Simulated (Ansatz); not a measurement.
**LiCl: the band gap up the ladder of functionals**

An exercise on one series of results from a longer session: the logs are not shown, and one member is left open.

Program: Ansatz 0.2.0. PAW datasets, plane waves. No spin polarisation. The prototype was imposed, so other structures may be more stable.

**The system as given**

The cell was relaxed beforehand with r2SCAN.

Space group Pm-3m (No. 221), cubic; a = 3.271 Å in the conventional setting, 17.50 Å³ an atom. Around Li lie 8 Cl at 2.83 Å; around Cl lie 8 Li at 2.83 Å.

As a file:

```cif
data_structure
_symmetry_space_group_name_H-M 'P 1'
_symmetry_Int_Tables_number 1
_cell_length_a 3.2711
_cell_length_b 3.2711
_cell_length_c 3.2711
_cell_angle_alpha 90.000
_cell_angle_beta 90.000
_cell_angle_gamma 90.000
_cell_volume 35.00
loop_
_atom_site_label
_atom_site_type_symbol
_atom_site_fract_x
_atom_site_fract_y
_atom_site_fract_z
_atom_site_occupancy
Li1 Li 0.00000 0.00000 0.00000 1
Cl1 Cl 0.50000 0.50000 0.50000 1
```

Set-up of the first run:

Input file input.yaml:

```yaml
crystal:
  lattice:
    - [3.2711235786, 0.0, 0.0]
    - [0.0, 3.2711235786, 0.0]
    - [0.0, 0.0, 3.2711235786]
  atoms:
    - { symbol: Li, position: [0.0, 0.0, 0.0] }
    - { symbol: Cl, position: [0.5, 0.5, 0.5] }
kpoints:
  mp_grid: { grid: [8, 8, 8] }
  band_path:
    path:
      - [[0.0, 0.0, 0.0], [-2.044748683371e-51, 0.5, 4.906392503233e-36], [0.5, 0.5, -5.88767100388e-35], [0.0, 0.0, 0.0], [0.5, 0.5, 0.5], [-2.044748683371e-51, 0.5, 4.906392503233e-36]]
      - [[0.5, 0.5, 0.5], [0.5, 0.5, -5.88767100388e-35]]
    npoints: 10
hamiltonian:
  xc: pbe
scf:
  occupations: { method: fermi_dirac, width: 0.02 }
  n_extra_bands: 4
output:
  forces: true
  stress: true
  eigenvalues: true
```

Started as:

```console
$ ansatz run input.yaml --threads 2 --pin off --max-ram 2211MiB --backend cpu --events-out ev --progress --plain --runs-dir out
```

Steps of the session up to this table: PBE band path; r2SCAN; Single point with HSE06; PBE0; LDA at the same geometry; Quasiparticle levels, G0W0@PBE; One-shot GW from PBE; Single point with DDH-PBE0; Single point with LC-ωPBE; r2SCAN0 at the same geometry.

One table of the session follows, with a row left open; its other results are not shown here.

| level | gap (eV) |
| --- | --- |
| PBE | 4.42 |
| r2SCAN | 5.25 |
| HSE06 | 5.68 |
| PBE0 | 6.39 |
| LDA | 4.14 |
| G0W0@PBE (104 empty bands) | 6.47 |
| G0W0@PBE (259 empty bands) | ? |
| DDH-PBE0 | 6.97 |
| LC-ωPBE | 10.89 |
| r2SCAN0 | 6.90 |

**Question.** Estimate the row for G0W0@PBE (259 empty bands).

**Answer.** gap (eV): 6.65. In the column «gap (eV)» it lies between G0W0@PBE (104 empty bands) (6.47) and r2SCAN0 (6.90).

Meshes: PBE 8×8×8, r2SCAN 8×8×8, HSE06 6×6×6, PBE0 6×6×6, LDA 8×8×8, DDH-PBE0 6×6×6, LC-ωPBE 6×6×6, r2SCAN0 6×6×6.

In words: The gap runs from 4.14 eV (LDA) to 10.89 eV (LC-ωPBE). PBE reaches 66 % of the G0W0@PBE value, and r2SCAN 79 %. PBE0 lies 0.71 eV above HSE06, which differs from it by screening the long-range exchange. The G0W0 figures hold for the stated bands, cutoff and mesh and aren't extrapolated.

To keep in mind: Warnings in the runs' records: stress scf threshold loose, stress exchange threshold loose.
